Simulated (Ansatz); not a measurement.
**AgCl: equation of state**

One table from this session's results is given with a row withheld; the runs are named, their logs left out.

Method: DFT PBE, scalar-relativistic, in Ansatz 0.2.0.

### The structure to begin with

Symmetry: Fm-3m, No. 225, cubic system. Conventional cell: a = 5.546 Å, b = 5.546 Å, c = 5.546 Å, α = 90.00°, β = 90.00°, γ = 90.00°. Around Ag (site symmetry m-3m) lie 6 Cl at 2.77 Å. Cl (site symmetry m-3m) is surrounded by 6 Ag at 2.77 Å.

Coordinates:

```cif
data_structure
_symmetry_space_group_name_H-M 'Fm-3m'
_symmetry_Int_Tables_number 225
_cell_length_a 5.5463
_cell_length_b 5.5463
_cell_length_c 5.5463
_cell_angle_alpha 90.000
_cell_angle_beta 90.000
_cell_angle_gamma 90.000
_cell_volume 170.61
loop_
_atom_site_label
_atom_site_type_symbol
_atom_site_symmetry_multiplicity
_atom_site_Wyckoff_symbol
_atom_site_fract_x
_atom_site_fract_y
_atom_site_fract_z
_atom_site_occupancy
Ag1 Ag 4 b 0.50000 0.00000 0.00000 1
Cl1 Cl 4 a 0.00000 0.00000 0.00000 1
```

The file gives the conventional cell by its symmetry; the runs use the cell typed in the input.

The structure is an experimental refinement, used without relaxation.

Atoms are numbered in the order of the input: Ag1, Cl2.

The first run:

input.yaml

```yaml
crystal:
  lattice:
    - [0.0, 2.7356704056, 2.7356704056]
    - [2.7356704056, 0.0, 2.7356704056]
    - [2.7356704056, 2.7356704056, 0.0]
  atoms:
    - { symbol: Ag, position: [0.5, 0.5, 0.5] }
    - { symbol: Cl, position: [0.0, 0.0, 0.0] }
kpoints:
  mp_grid: { grid: [8, 8, 8] }
scf:
  occupations: { method: fermi_dirac, width: 0.02 }
hamiltonian:
  xc: pbe
  pseudopotentials: { kind: all_electron, lapw: { basis_error: 0.0005 } }
output:
  forces: true
  stress: true
  eigenvalues: true
```

Run with:

```
$ ansatz run input.yaml --threads 1 --pin off --max-ram 3072MiB --backend cpu --events-out ev --progress --plain --runs-dir out
```

Steps of the session up to this table: Volume × 0.96, LAPW; Volume × 0.96, PAW; Volume × 0.96, crystal datasets; Volume × 0.98, LAPW; Volume × 0.98, PAW; Volume × 1.02, LAPW; Volume × 1.02, PAW; Volume × 1.04, LAPW; Volume × 1.04, PAW; Volume × 1.04, crystal datasets.

One of the session's tables, all rows but one given; the rest of the session is left out.

It belongs to the step «Fits». 

| method | volume (Å³/atom) | pressure (GPa) | gap on the k mesh (eV) |
| --- | --- | --- | --- |
| LAPW | 20.473 | 3.89 | 0.91 |
| LAPW | 20.900 | 2.68 | 0.91 |
| LAPW | 21.327 | 1.61 | 0.91 |
| LAPW | 21.753 | 0.67 | 0.92 |
| LAPW | 22.180 | -0.17 | 0.93 |
| PAW | 20.473 | 3.89 | 0.91 |
| PAW | 20.900 | 2.68 | 0.91 |
| PAW | 21.327 | 1.61 | 0.91 |
| PAW | 21.753 | 0.67 | 0.92 |
| PAW | 22.180 | -0.17 | 0.92 |
| crystal datasets | 20.473 | 3.89 | 0.91 |
| crystal datasets | 21.327 | ? | ? |
| crystal datasets | 22.180 | -0.17 | 0.93 |

Estimate the missing values for crystal datasets, 21.327.

**Answer.** pressure (GPa): 1.62; gap on the k mesh (eV): 0.91. In the column «pressure (GPa)» it lies between PAW, 21.327 (1.61) and LAPW, 20.900 (2.68).

Limits of these values: Warnings in the runs' records: gradients without spin orbit, crystal datasets made.
